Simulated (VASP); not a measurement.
# C (Fd-3m) in VASP: a series of runs

Runs on C. Level: PBE. Tasks: band structure, dielectric tensor.

All numbers are computed with VASP 6.6.1; they aren't measurements. Logs are shortened: lines on timing, memory, paths and dates and some standing lists are left out, and cuts for length are marked.

## (1) The crystal as given

The structure is cubic, space group Fd-3m (No. 227). The conventional cell has a = 3.567 Å, b = 3.567 Å, c = 3.567 Å, α = 90.00°, β = 90.00°, γ = 90.00°. C (site symmetry -43m) has 4 C at 1.54 Å as nearest neighbours.

This isn't the form of C at room conditions, which is graphite.

## (2) Band structure, PBE

The input, INCAR:

```
SYSTEM = C
PREC = Accurate
ENCUT = 450
EDIFF = 1E-6
ISMEAR = 0
SIGMA = 0.02
LREAL = .False.
LASPH = .True.
NELM = 60
ALGO = Normal
ISIF = 2
LWAVE = .False.
LCHARG = .False.
GGA = PE
```

The input, KPOINTS:

```
Automatic mesh
0
Gamma
  12 12 12
  0 0 0
```

The input, POSCAR:

```
C
1.0
    0.0000000000      1.7833700000      1.7833700000
    1.7833700000      0.0000000000      1.7833700000
    1.7833700000      1.7833700000      0.0000000000
C
2
Direct
    0.7500000000      0.7500000000      0.7500000000
    0.5000000000      0.5000000000      0.5000000000
```

The input, KPOINTS_OPT:

```
path GXWKGLUWLK,UX
20
line-mode
reciprocal
 0.0000000000  0.0000000000  0.0000000000  G
 0.5000000000  0.0000000000  0.5000000000  X

 0.5000000000  0.0000000000  0.5000000000  X
 0.5000000000  0.2500000000  0.7500000000  W

 0.5000000000  0.2500000000  0.7500000000  W
 0.3750000000  0.3750000000  0.7500000000  K

 0.3750000000  0.3750000000  0.7500000000  K
 0.0000000000  0.0000000000  0.0000000000  G

 0.0000000000  0.0000000000  0.0000000000  G
 0.5000000000  0.5000000000  0.5000000000  L

 0.5000000000  0.5000000000  0.5000000000  L
 0.6250000000  0.2500000000  0.6250000000  U

 0.6250000000  0.2500000000  0.6250000000  U
 0.5000000000  0.2500000000  0.7500000000  W

 0.5000000000  0.2500000000  0.7500000000  W
 0.5000000000  0.5000000000  0.5000000000  L

 0.5000000000  0.5000000000  0.5000000000  L
 0.3750000000  0.3750000000  0.7500000000  K

 0.6250000000  0.2500000000  0.6250000000  U
 0.5000000000  0.0000000000  0.5000000000  X
```

Potentials or basis: VASP PAW PBE potentials, release 64 (C_GW).

Launch:

```
$ cat potpaw_PBE.64/C_GW/POTCAR > POTCAR
$ mpirun -np 1 vasp_std > vasp.out
```

OUTCAR:

```text
SYSTEM = C
   PREC = Accurate
   ENCUT = 450
   EDIFF = 1E-6
   ISMEAR = 0
   LREAL = .False.
   LASPH = .True.
   NELM = 60
   ISIF = 2
   GGA = PE

 ion  position               nearest neighbor table
   1  0.750  0.750  0.750-   2 1.54   2 1.54   2 1.54   2 1.54
   2  0.500  0.500  0.500-   1 1.54   1 1.54   1 1.54   1 1.54

  LATTYP: Found a face centered cubic cell.
 ALAT       =     3.5667400000

  Lattice vectors:

 A1 = (   0.0000000000,   1.7833700000,   1.7833700000)
 A2 = (   1.7833700000,   0.0000000000,   1.7833700000)
 A3 = (   1.7833700000,   1.7833700000,   0.0000000000)

Analysis of symmetry for initial positions (statically):
=====================================================================
 Subroutine PRICEL returns:
 Original cell was already a primitive cell.

 Routine SETGRP: Setting up the symmetry group for a
 face centered cubic supercell.

 Subroutine GETGRP returns: Found 48 space group operations
 (whereof 24 operations were pure point group operations)
 out of a pool of 48 trial point group operations.

The static configuration has the point symmetry T_d .
 The point group associated with its full space group is O_h .

Analysis of symmetry for dynamics (positions and initial velocities):
=====================================================================
 Subroutine PRICEL returns:
 Original cell was already a primitive cell.

 Routine SETGRP: Setting up the symmetry group for a
 face centered cubic supercell.

 Subroutine GETGRP returns: Found 48 space group operations
 (whereof 24 operations were pure point group operations)
 out of a pool of 48 trial point group operations.

The dynamic configuration has the point symmetry T_d .
 The point group associated with its full space group is O_h .

 Subroutine INISYM returns: Found 48 space group operations
 (whereof 24 operations are pure point group operations),
 and found     1 'primitive' translations

----------------------------------------------------------------------------------------

                                     Primitive cell

  volume of cell :      11.3437

  direct lattice vectors                    reciprocal lattice vectors
     0.000000000  1.783370000  1.783370000    -0.280368067  0.280368067  0.280368067
     1.783370000  0.000000000  1.783370000     0.280368067 -0.280368067  0.280368067
     1.783370000  1.783370000  0.000000000     0.280368067  0.280368067 -0.280368067

  length of vectors
     2.522066041  2.522066041  2.522066041     0.485611737  0.485611737  0.485611737

  position of ions in fractional coordinates (direct lattice)
     0.750000000  0.750000000  0.750000000
     0.500000000  0.500000000  0.500000000

  ion indices of the primitive-cell ions
   primitive index   ion index
                 1           1
                 2           2

----------------------------------------------------------------------------------------

 KPOINTS: Automatic mesh

Automatic generation of k-mesh.
 Grid dimensions read from file:
 generate k-points for:   12   12   12

 Generating k-lattice:

  Cartesian coordinates                     Fractional coordinates (reciprocal lattice)
    -0.023364006  0.023364006  0.023364006     0.083333333  0.000000000  0.000000000
     0.023364006 -0.023364006  0.023364006     0.000000000  0.083333333  0.000000000
     0.023364006  0.023364006 -0.023364006     0.000000000  0.000000000  0.083333333

  Length of vectors
     0.040467645  0.040467645  0.040467645

  Shift w.r.t. Gamma in fractional coordinates (k-lattice)
     0.000000000  0.000000000  0.000000000

 Subroutine IBZKPT returns following result:
 ===========================================

 Found     72 irreducible k-points:

 Following reciprocal coordinates:
            Coordinates               Weight
  0.000000  0.000000  0.000000      1.000000
  0.083333  0.000000  0.000000      8.000000
  0.166667  0.000000  0.000000      8.000000
  0.250000  0.000000  0.000000      8.000000
  0.333333  0.000000  0.000000      8.000000
  0.416667  0.000000  0.000000      8.000000
[... 16 lines left out ...]
  0.500000  0.166667  0.000000     24.000000
 -0.416667  0.166667  0.000000     24.000000
 [... further k-points ...]
   k-points           NKPTS =     72   k-points in BZ     NKDIM =     72   number of bands    NBANDS=      8
   number of dos      NEDOS =    301   number of ions     NIONS =      2
   total plane-waves  NPLWV =   5832
   dimension x,y,z NGX =    18 NGY =   18 NGZ =   18
   dimension x,y,z NGXF=    36 NGYF=   36 NGZF=   36
   ions per type =               2
   NGX,Y,Z   is equivalent  to a cutoff of  11.86, 11.86, 11.86 a.u.
   NGXF,Y,Z  is equivalent  to a cutoff of  23.73, 23.73, 23.73 a.u.
 SYSTEM =  C
   PREC   = accura    normal or accurate (medium, high low for compatibility)
   ISTART =      0    job   : 0-new  1-cont  2-samecut
   ICHARG =      2    charge: 1-file 2-atom 10-const
   ISPIN  =      1    spin polarized calculation?
   LNONCOLLINEAR =      F non collinear calculations
   LSORBIT =      F    spin-orbit coupling
   LASPH  =      T    aspherical Exc in radial PAW
   ENCUT  =  450.0 eV  33.07 Ry    5.75 a.u.   4.36  4.36  4.36*2*pi/ulx,y,z
   NELM   =     60;   NELMIN=  2; NELMDL= -5     # of ELM steps
   EDIFF  = 0.1E-05   stopping-criterion for ELM
   LREAL  =      F    real-space projection
   EDIFFG = 0.1E-04   stopping-criterion for IOM
   NSW    =      0    number of steps for IOM
   IBRION =     -1    ionic relax: 0-MD 1-quasi-New 2-CG
   NFREE  =      0    steps in history (QN), initial steepest desc. (CG)
   ISIF   =      2    stress and relaxation
   ISYM   =      2    0-nonsym 1-usesym 2-fastsym
   POTIM  = 0.5000    time-step for ionic-motion
   TEBEG  =    0.0;   TEEND  =   0.0 temperature during run
   PSTRESS=    0.0 pullay stress
   NELECT =       8.0000    total number of electrons
   NUPDOWN=      -1.0000    fix difference up-down
   EMIN   =  10.00;   EMAX   =-10.00  energy-range for DOS
   EFERMI =   0.00;   METHOD = LEGACY
   ISMEAR =     0;   SIGMA  =   0.02  broadening in eV -4-tet -1-fermi 0-gaus
   EFERMI_NEDOS =   21; number of points for ismear=-14 and -15
   IALGO  =     38    algorithm
   IMIX   =      4    mixing-type and parameters
     AMIX     =   0.40;   BMIX     =  1.00
     AMIX_MAG =   1.60;   BMIX_MAG =  1.00
  volume/ion in A,a.u.               =       5.67        38.28
  Fermi-wavevector in a.u.,A,eV,Ry     =   1.457203  2.753714 28.891161  2.123440
  Thomas-Fermi vector in A             =   2.574032
   LORBIT       =      0    0 simple, 1 ext, 2 COOP (PROOUT), +10 PAW based schemes
   GGA     = PE    functional components
   LHFCALC =     F    Hartree Fock is set to
   AEXX    =    0.0000 exact exchange contribution
   IVDW    =     0    specifies the selected vdW correction
   LEPSILON=     F    determine dielectric tensor
   LRPA    =     F    only Hartree local field effects (RPA)
 non-spin polarized calculation
 Gauss-broadening in eV      SIGMA  =   0.02
  energy-cutoff  :      450.00
  volume of cell :       11.34
 maximum number of plane-waves:       263
 NGX is ok and might be reduce to    18
   NGX =  9   NGY =  9   NGZ =  9

 number of electron       8.0000002 magnetization

 Free energy of the ion-electron system (eV)
  ---------------------------------------------------
  ext. energy  EPLUGINS =         0.00000000
  ---------------------------------------------------
  free energy    TOTEN  =       -18.17616359 eV

  energy without entropy =      -18.17616359  energy(sigma->0) =      -18.17616359

 E-fermi :   9.9618     XC(G=0): -13.2209

 val. band max:        9.7612779584   @ k =   0.0000   0.0000   0.0000
 cond. band min:      13.9158384267   @ k =   0.3333   0.3333   0.0000
 fundamental gap:      4.1545604683
 Fermi energy:         9.9617606847

 k-point     1 :       0.0000    0.0000    0.0000
  band No.  band energies     occupation
      1     -11.7119      2.00000
      2       9.7613      2.00000
      3       9.7613      2.00000
      4       9.7613      2.00000
      5      15.3546      0.00000
      6      15.3546      0.00000
      7      15.3546      0.00000
      8      23.0808      0.00000

 k-point     2 :       0.0833    0.0000    0.0000
  band No.  band energies     occupation
      1     -11.5198      2.00000
      2       8.5361      2.00000
      3       9.4391      2.00000
      4       9.4391      2.00000
      5      15.7774      0.00000
      6      15.7774      0.00000
      7      16.0686      0.00000
      8      23.2467      0.00000

 k-point     3 :       0.1667    0.0000    0.0000
  band No.  band energies     occupation
      1     -10.9454      2.00000
      2       6.0138      2.00000
      3       8.7410      2.00000
      4       8.7410      2.00000
      5      16.6968      0.00000
      6      16.6968      0.00000
      7      17.1567      0.00000
      8      23.7243      0.00000

 k-point     4 :       0.2500    0.0000    0.0000
  band No.  band energies     occupation
      1      -9.9974      2.00000
      2       3.1738      2.00000
      3       8.0192      2.00000
      4       8.0192      2.00000
      5      17.5537      0.00000
      6      17.5537      0.00000
      7      17.9060      0.00000
      8      24.3944      0.00000

 k-point     5 :       0.3333    0.0000    0.0000
  band No.  band energies     occupation
      1      -8.6976      2.00000
      2       0.3927      2.00000
      3       7.4449      2.00000
      4       7.4449      2.00000
      5      18.0409      0.00000
      6      18.0409      0.00000
      7      18.3273      0.00000
      8      25.0132      0.00000

 k-point     6 :       0.4167    0.0000    0.0000
  band No.  band energies     occupation
      1      -7.1200      2.00000
      2      -2.1121      2.00000
      3       7.0888      2.00000
      4       7.0888      2.00000
      5      18.2010      0.00000
      6      18.2010      0.00000
      7      18.5386      0.00000
      8      25.3675      0.00000

 k-point     7 :       0.5000    0.0000    0.0000
  band No.  band energies     occupation
      1      -5.9393      2.00000
      2      -3.6091      2.00000
      3       6.9699      2.00000
      4       6.9699      2.00000
      5      18.2242      0.00000
      6      18.2242      0.00000
      7      18.6032      0.00000
      8      25.4637      0.00000
[... 133 lines left out ...]
 k-point    20 :       0.2500    0.1667    0.0000
  band No.  band energies     occupation
      1      -9.9949      2.00000
      2       5.1059      2.00000
      3       6.4433      2.00000
      4       7.0983      2.00000
      5      14.9529      0.00000
      6      19.8793      0.00000
      7      19.9288      0.00000
      8      21.6762      0.00000

 k-point    21 :       0.3333    0.1667    0.0000
  band No.  band energies     occupation
      1      -8.9346      2.00000
      2       2.5426      2.00000
      3       5.9342      2.00000
      4       6.3418      2.00000
      5      15.7779      0.00000
      6      20.5448      0.00000
      7      20.6219      0.00000
      8      21.5430      0.00000

 k-point    22 :       0.4167    0.1667    0.0000
  band No.  band energies     occupation
      1      -7.5416      2.00000
      2      -0.0095      2.00000
      3       5.4958      2.00000
      4       5.7142      2.00000
      5      16.4403      0.00000
      6      20.7564      0.00000
      7      20.8723      0.00000
      8      22.4507      0.00000

 k-point    23 :       0.5000    0.1667    0.0000
  band No.  band energies     occupation
      1      -5.9614      2.00000
      2      -2.2498      2.00000
      3       4.7760      2.00000
      4       5.8023      2.00000
      5      16.8620      0.00000
      6      20.4856      0.00000
      7      20.9860      0.00000
      8      24.0507      0.00000

 k-point    24 :      -0.4167    0.1667    0.0000
  band No.  band energies     occupation
      1      -5.5321      2.00000
      2      -2.7648      2.00000
      3       4.2895      2.00000
      4       6.1779      2.00000
      5      17.2996      0.00000
      6      19.9953      0.00000
      7      20.9635      0.00000
      8      25.2044      0.00000

 [... further k-points ...]

------------------------ aborting loop because EDIFF is reached ----------------------------------------

  FORCE on cell =-STRESS in cart. coord.  units (eV):
  Direction    XX          YY          ZZ          XY          YZ          ZX
  --------------------------------------------------------------------------------------
  -------------------------------------------------------------------------------------
  Total       -0.1989380     -0.1989380     -0.1989380     -0.0000000      0.0000000     -0.0000000
  in kB      -28.0979136    -28.0979136    -28.0979136     -0.0000000      0.0000000     -0.0000000
  external PRESSURE =     -28.0979136 kB  Pullay stress =       0.0000000 kB

 VOLUME and BASIS-vectors are now :
 -----------------------------------------------------------------------------
  energy-cutoff  :      450.00
  volume of cell :       11.34
      direct lattice vectors                 reciprocal lattice vectors
     0.000000000  1.783370000  1.783370000    -0.280368067  0.280368067  0.280368067
     1.783370000  0.000000000  1.783370000     0.280368067 -0.280368067  0.280368067
     1.783370000  1.783370000  0.000000000     0.280368067  0.280368067 -0.280368067

 POSITION                                       TOTAL-FORCE (eV/Angst)
 -----------------------------------------------------------------------------------
      2.67505      2.67505      2.67505         0.000000      0.000000      0.000000
      1.78337      1.78337      1.78337        -0.000000     -0.000000     -0.000000
 -----------------------------------------------------------------------------------
    total drift:                                0.000000     -0.000000      0.000000

  FREE ENERGIE OF THE ION-ELECTRON SYSTEM (eV)
  ---------------------------------------------------
  free  energy   TOTEN  =       -18.1761635928 eV

  energy  without entropy=      -18.1761635928  energy(sigma->0) =      -18.17616359
```

It took 11 s on 1 thread of Intel Xeon Platinum 8488C (Sapphire Rapids), shared host; peak memory 0.11 GiB.

Results:

```yaml
Free_energy: -18.1762 eV
Band_gap_on_the_k_mesh: 4.15 eV, indirect (least direct gap 5.59 eV)
Band_gap_along_the_path: 4.13 eV, indirect (least direct gap 5.59 eV)
```

Levels at the corners of the path, in eV from the valence-band top:
```tsv
point	band 2	band 3	band 4	band 5	band 6	band 7
Γ	0.00	0.00	0.00	5.59	5.59	5.59
X	-12.76	-6.30	-6.30	4.76	4.76	16.81
X	-12.76	-6.30	-6.30	4.76	4.76	16.81
W	-11.97	-8.32	-8.32	10.63	10.63	12.32
W	-11.97	-8.32	-8.32	10.63	10.63	12.32
K	-11.73	-9.31	-5.36	5.68	10.75	14.37
K	-11.73	-9.31	-5.36	5.68	10.75	14.37
Γ	0.00	0.00	0.00	5.59	5.59	5.59
Γ	0.00	0.00	0.00	5.59	5.59	5.59
L	-13.37	-2.79	-2.79	8.46	8.46	8.84
L	-13.37	-2.79	-2.79	8.46	8.46	8.84
U	-11.73	-9.31	-5.36	5.68	10.75	14.37
U	-11.73	-9.31	-5.36	5.68	10.75	14.37
W	-11.97	-8.32	-8.32	10.63	10.63	12.32
W	-11.97	-8.32	-8.32	10.63	10.63	12.32
L	-13.37	-2.79	-2.79	8.46	8.46	8.84
L	-13.37	-2.79	-2.79	8.46	8.46	8.84
K	-11.73	-9.31	-5.36	5.68	10.75	14.37
U	-11.73	-9.31	-5.36	5.68	10.75	14.37
X	-12.76	-6.30	-6.30	4.76	4.76	16.81
```

Caveat: the cutoff is under 1.25 times the usual one of these potentials, so pressure, stress and relaxed cells hold a basis-set (Pulay) error.

[end of part 1 of 2]
